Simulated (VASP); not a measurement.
BAs:

```
CELL_PARAMETERS angstrom
0.00000 2.38850 2.38850
2.38850 0.00000 2.38850
2.38850 2.38850 0.00000
ATOMIC_POSITIONS crystal
As 0.75000 0.75000 0.75000
B 0.00000 0.00000 0.00000
```

Program: VASP 6.6.1. Alike in all runs: task band structure; potentials or basis VASP PAW PBE potentials, release 64 (As, B); no spin polarisation; cell as given; k mesh 6 × 6 × 6; cutoff (eV) 520; smearing gaussian 0.02 eV.

Q: Order these runs on this cell by their band gap on the k mesh, lowest first.
A. level PBE0; exchange at q = 0 truncated
B. level HSE06; screening parameter 0.2 1/A
C. level HSE03

A: C (1.78 eV), B (1.96 eV), A (2.62 eV).

Caveats: the mesh misses the band edges, which the band path finds closer together.
